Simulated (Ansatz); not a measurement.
# Si: a two-dimensional strain map

Aim: for Si, map the energy over biaxial and axial strain.

Computed with Ansatz 0.2.0 (DFT r2SCAN, scalar-relativistic, plane waves, PAW, unless a step's input says otherwise).

## 1. Starting point

It takes space group P6/mmm (No. 191, hexagonal). The conventional cell has a = 2.621 Å, b = 2.621 Å, c = 2.466 Å, α = 90.00°, β = 90.00°, γ = 120.00°. Si (site symmetry 6/mmm) has 8 Si at 2.47 to 2.62 Å as nearest neighbours.

Coordinates:

```xyz
1
Lattice="2.6205 0.0000 0.0000 -1.3103 2.2695 0.0000 0.0000 0.0000 2.4664" Properties=species:S:1:pos:R:3 pbc="T T T"
Si    0.0000    0.0000    0.0000
```

It goes back to an entry of the Materials Project, which need not be the stable form.

The cell is taken as given, not relaxed at this level.

## 2. The reference: the undisturbed cell on the scan's mesh

Input file input.yaml:

```yaml
crystal:
  lattice:
    - [2.6205428149, 0.0, 0.0]
    - [-1.3102714075, 2.2694566494, 0.0]
    - [0.0, 0.0, 2.46635439]
  atoms:
    - { symbol: Si, position: [0.0, 0.0, 0.0] }
basis:
  ecutwfc: 500
kpoints:
  mp_grid: { grid: [21, 21, 20] }
hamiltonian:
  xc: r2scan
scf:
  occupations: { method: gaussian, width: 0.15 }
output:
  forces: true
  stress: true
  eigenvalues: true
```

Further runs follow: point p = -0.050, q = -0.050; p = -0.050, q = 0.000; At p = -0.050, q = 0.050; p = 0.000, q = -0.050; At p = 0.000, q = 0.050; p = 0.050, q = -0.050; At p = 0.050, q = 0.000; point p = 0.050, q = 0.050; At p = -0.050, q = -0.025; At p = -0.050, q = 0.025.

Before running it: what results should come out? Wanted: highest point; lowest point away from the origin.

As calculated:

| quantity | value |
| --- | --- |
| highest point | 175.9 meV/atom at (p, q) = (-0.050, -0.050) |
| lowest point away from the origin | 25.4 meV/atom at (0.000, 0.050) |

No computed point lies below the origin. At |p| = |q| = 0.050, points where p and q have the same sign cost 126.4 meV/atom on average, those of opposite sign 85.6: stretching in the plane is cheaper with a contraction along z.
